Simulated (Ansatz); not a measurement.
**V: how the settings move a single-point run**

How sensitive is a single-point run of V to its settings? A reference run comes first, then one run with altered input.

Method: reference: DFT, r2SCAN, all-electron PAW with datasets made for the crystal, scalar-relativistic, in Ansatz 0.2.0.

### Step 1. The starting structure

It takes space group Im-3m (No. 229, cubic). The conventional cell has a = 2.922 Å, b = 2.922 Å, c = 2.922 Å, α = 90.00°, β = 90.00°, γ = 90.00°. V (site symmetry m-3m) has 8 V at 2.53 Å as nearest neighbours.

As a file:

```cif
data_structure
_symmetry_space_group_name_H-M 'Im-3m'
_symmetry_Int_Tables_number 229
_cell_length_a 2.9220
_cell_length_b 2.9220
_cell_length_c 2.9220
_cell_angle_alpha 90.000
_cell_angle_beta 90.000
_cell_angle_gamma 90.000
_cell_volume 24.95
loop_
_atom_site_label
_atom_site_type_symbol
_atom_site_symmetry_multiplicity
_atom_site_Wyckoff_symbol
_atom_site_fract_x
_atom_site_fract_y
_atom_site_fract_z
_atom_site_occupancy
V1 V 2 a 0.00000 0.00000 0.00000 1
```

### Step 2. Reference

input.yaml reads:

```yaml
crystal:
  lattice:
    - [-1.4610173538, 1.4610173538, 1.4610173538]
    - [1.4610173538, -1.4610173538, 1.4610173538]
    - [1.4610173538, 1.4610173538, -1.4610173538]
  atoms:
    - { symbol: V, position: [0.0, 0.0, 0.0] }
kpoints:
  mp_grid: { grid: [15, 15, 15] }
scf:
  occupations: { method: fermi_dirac, width: 0.03 }
hamiltonian:
  xc: r2scan
  pseudopotentials: { kind: all_electron, datasets: crystal }
output:
  forces: true
  stress: true
  eigenvalues: true
  efg: { contact_densities: true }
```

Started as:

```sh
$ ansatz run input.yaml --threads 1 --pin off --max-ram 2048MiB --backend cpu --events-out ev --progress --plain --runs-dir out
```

### Step 3. Changing settings: xc pbesol

Changes to input.yaml since step 2:

```diff
@@ -12,3 +12,3 @@
 hamiltonian:
-  xc: r2scan
+  xc: pbesol
   pseudopotentials: { kind: all_electron, datasets: crystal }
```

Q: Predict the outcome of this session. Wanted: for each run, ending; energy change; pressure; gap; force.

The runs gave:

```
         run     ending   energy change  pressure (GPa)  gap (eV)  force (eV/Å)  cycles   time
   reference  converged               -            12.8      0.00          0.00       8  8.4 s
1: xc pbesol  converged  not comparable             7.7      0.00          0.00       7  4.3 s
```

Residual by cycle in the longest SCF loop of each run; runs are numbered as in the table. The quantity is the density residual dr2, in eV.

```
cycle  reference   run 1
    1       4.49    4.99
    2      0.112  0.0832
    3     0.0236  0.0102
    4     6.3e-4  2.7e-4
    5     2.9e-5  1.8e-5
    6     5.3e-6  1.8e-7
    7     4.2e-8  1.6e-9
    8    1.2e-10       -
```

A change of functional puts the total energy on another scale; the pressure goes from 12.8 to 7.7 GPa. At this fixed cell a lower pressure means that this functional prefers a smaller volume than the reference. Cost: 7 SCF cycles against 8, 4.3 s against 8.4 s. The structure is not at rest: the sound run finds 13 GPa, so these are no properties of the relaxed crystal. 

The datasets were made anew for the changed input, so energy differences between these runs can be off by several times the datasets' stated error.
